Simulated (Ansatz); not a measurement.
Method: DFT PBE, scalar-relativistic, plane waves, PAW in Ansatz. All cells share a 420 eV cutoff and Γ-centred k meshes spaced at most about 0.3 Å⁻¹ (about 0.25 or finer for metals, 2π included). No spin polarisation.

These are static total energies at zero pressure.

Compare these two cells of Bi4Te3, each relaxed at this level.

A.

```xyz
7
Lattice="2.2538 1.3013 14.3355 -2.2538 1.3013 14.3355 0.0000 -2.6025 14.3355" Properties=species:S:1:pos:R:3 pbc="T T T"
Bi    0.0000    0.0000   30.6829
Bi    0.0000    0.0000   12.3235
Bi    0.0000    0.0000    6.3389
Bi    0.0000    0.0000   36.6675
Te    0.0000    0.0000    0.0000
Te    0.0000    0.0000   18.0500
Te    0.0000    0.0000   24.9563
```

B.

```xyz
7
Lattice="8.9916 0.0000 0.0000 -4.4958 7.7870 0.0000 0.0000 0.0000 3.2878" Properties=species:S:1:pos:R:3 pbc="T T T"
Bi    2.7928    3.5789    1.6439
Bi    4.4958    0.6292    1.6439
Bi    6.1988    3.5789    1.6439
Bi    0.0000    5.1913    0.0000
Te   -2.8710    6.8489    1.6439
Te    0.0000    1.8762    1.6439
Te    2.8710    6.8489    1.6439
```

Question: Which would you expect to be lower, and how large is the difference?

Answer: A is lower, by 0.30 eV/atom. A has space group R-3m (No. 166), 36.0 Å³/atom and a gap of 0.12 eV on its mesh; B has space group P-6m2 (No. 187), 32.9 Å³/atom and no gap. Counting Te atoms around Bi (those within 1.25 times the shortest such distance or 1.15 times the sum of covalent radii, 1.27 where that leaves under three; the shortest distance is added where it exceeds 1.18 times the sum of covalent radii; a slash parts the counts of unlike sites), A has Bi 3 from 3.7 Å/6 and B has Bi 2/6 from 3.7 Å. The lower one is the more open, so pressure narrows the difference. In A, around Bi on its first site lie 6 Te at 3.11–3.29 Å; Bi on its second site is surrounded by 3 Bi at 3.09 Å and 3 Te at 3.70 Å; Te on a site of symmetry -3m has 6 Bi at 3.29 Å; 1 more site not described. In B, around Bi on a site of symmetry mm2 lie 2 Te at 3.27 Å, 4 Bi at 3.29–3.41 Å and 2 Bi at 3.62 Å; Bi on a site of symmetry -6m2 is surrounded by 2 Bi at 3.29 Å, 6 Bi at 3.62 Å and 6 Te at 3.70 Å; Te is surrounded by 4 Te at 3.25–3.29 Å, 2 Bi at 3.27 Å and 2 Bi at 3.70 Å. Origin: A, reached from a cell as deposited in COD, among other starts; B, invented. Shaken at random and relaxed again, A came back.

Spin–orbit coupling, which can matter for Bi and Te, is left out. Kohn–Sham gaps at this level usually fall short of measured ones. The missing spin–orbit coupling can work the other way here. Cells without such a test can be saddle points.
